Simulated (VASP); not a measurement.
**KBr (strained measured structure): one r²SCAN single-point calculation in two programs**

```
K Br
1.0
     0.00000    3.15185    3.15185
     3.15185    0.00000    3.15185
     3.15185    3.15185    0.00000
K Br
1 1
Cartesian
  0.0000 0.0000 0.0000
  3.1518 3.1518 3.1518
```

Datasets and cutoffs are each program's own. VASP's cell holds 16 valence electrons and Ansatz's 16. Ansatz's stress includes a Pulay correction; VASP's doesn't.

Cutoffs: 520 eV in VASP, 500 eV in Ansatz. k meshes: 6×6×6 and 6×6×6.

```json
{"": "gap between bands v and c", "VASP": "5.51 eV", "Ansatz": "5.51 eV"}
{"": "least direct gap", "VASP": "5.51 eV", "Ansatz": "5.51 eV"}
{"": "pressure", "VASP": "3.2 GPa", "Ansatz": "3.2 GPa"}
```

Band v is the last that the valence electrons fill when counted band by band, and c is the next. Levels in eV from the top of v, Ansatz:

```json
{"point": "Γ", "v−1": "0.00", "v": "0.00", "c": "5.51", "c+1": "8.21"}
{"point": "X", "v−1": "-0.34", "v": "-0.34", "c": "6.15", "c+1": "8.56"}
{"point": "K", "v−1": "-0.80", "v": "-0.42", "c": "7.09", "c+1": "9.48"}
{"point": "L", "v−1": "-0.46", "v": "-0.46", "c": "7.42", "c+1": "9.37"}
{"point": "W", "v−1": "-0.71", "v": "-0.69", "c": "8.06", "c+1": "8.06"}
```

VASP:

| point | v−1 | v | c | c+1 |
| --- | --- | --- | --- | --- |
| Γ | 0.00 | 0.00 | 5.51 | 8.21 |
| X | -0.34 | -0.34 | 6.16 | 8.57 |
| K | -0.80 | -0.42 | 7.09 | 9.48 |
| L | -0.46 | -0.46 | 7.43 | 9.37 |
| W | -0.71 | -0.69 | 8.06 | 8.06 |
